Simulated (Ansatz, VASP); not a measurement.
# MnS in VASP and in Ansatz

Contents of INCAR:

```
SYSTEM = MnS
PREC = Accurate ; ENCUT = 520
EDIFF = 1E-6 ; ISMEAR = -1
SIGMA = 0.05 ; LREAL = .FALSE.
LASPH = .TRUE. ; NELM = 150
ALGO = Normal ; ISIF = 2
LWAVE = .FALSE. ; LCHARG = .FALSE.
ISPIN = 2 ; MAGMOM = 4 0
LORBIT = 11 ; LMAXMIX = 4
LDAU = .TRUE. ; LDAUTYPE = 2
LDAUL = 2 -1 ; LDAUU = 8 0
LDAUJ = 0 0 ; LDAUPRINT = 1
GGA = PS ; NBANDS = 20
```

File KPOINTS:

```
regular mesh
0
G
  9 9 9
  0 0 0
```

Contents of POSCAR:

```
MnS
1.0
    0.0000000000      2.6045000000      2.6045000000
    2.6045000000      0.0000000000      2.6045000000
    2.6045000000      2.6045000000      0.0000000000
Mn S
1 1
Direct
    0.0000000000      0.0000000000      0.0000000000
    0.5000000000      0.5000000000      0.5000000000
```

File input.yaml:

```yaml
crystal:
  lattice:
    - [0.0, 2.6045, 2.6045]
    - [2.6045, 0.0, 2.6045]
    - [2.6045, 2.6045, 0.0]
  atoms:
    - { symbol: Mn, position: [0.0, 0.0, 0.0], spin: 4.0 }
    - { symbol: S, position: [0.5, 0.5, 0.5] }
hamiltonian:
  xc: pbesol
  pseudopotentials: { kind: paw }
  hubbard: { sites: [{ species: Mn, l: d, u_eff: 8.0 }] }
magnetization:
  spin_polarized: true
kpoints:
  mp_grid: { grid: [9, 9, 9] }
scf:
  occupations: { method: fermi_dirac, width: 0.05 }
  n_extra_bands: 6
output:
  forces: true
  stress: true
  eigenvalues: true
  dos: { projected: true, de: 0.05, nscf_kmesh: { grid: [14, 14, 14] } }
  write_density: true
  write_potential: true
  elf: true
  volumetric_format: npy
```

Alike in both runs: functional PBEsol; k mesh 9 × 9 × 9; occupations fermi-dirac, width 0.05 eV; collinear spin; Hubbard terms Mn d U = 8.0 eV.

```csv
,VASP,Ansatz
version,VASP 6.6.1,Ansatz 0.2.0
potentials or method,"VASP PAW PBE potentials, release 64 (Mn_pv, S)",Ansatz PAW
plane-wave cutoff (eV),520,420
valence electrons in the cell,19,21
task,single point,projected density of states
```

Ansatz gave:

- gap on the k mesh at the Fermi level (eV): 1.13
- least direct gap on the mesh (eV): 3.01
- pressure (GPa): 4.9
- net moment per atom (μB): 2.50
- size of the moment on the site where the two differ most (μB): 4.58

Q: Estimate VASP's values.

A: gap on the k mesh at the Fermi level (eV): 1.49; least direct gap on the mesh (eV): 3.14; pressure (GPa): 3.2; net moment per atom (μB): 2.50; size of the moment on the site where the two differ most (μB): 4.71.

Site moments also hang on the region over which each program counts them. The programs project onto different local orbitals, so the same U acts differently. The two sets of potentials don't hold the same shells in valence.

Caveats: a cell with one magnetic atom can't hold antiferromagnetic order, which such compounds often take; the PAW data sets were made with another functional, which shifts forces and pressure a little (VASP); an odd mesh through Γ misses points on the zone boundary, where band edges often lie (VASP); the magnetic or orbital state may not be the lowest (Ansatz); odd divisions of the mesh miss points on the zone boundary, where band edges often lie, so the gap on the mesh can be too wide (Ansatz); the PAW data sets come from PBE, with cores solved anew for the run's functional, which leaves a small shift of forces and pressure (Ansatz); the density of states is complete only up to the lowest level of the last band computed (Ansatz). The state reached can hang on the start; a lower one may exist.
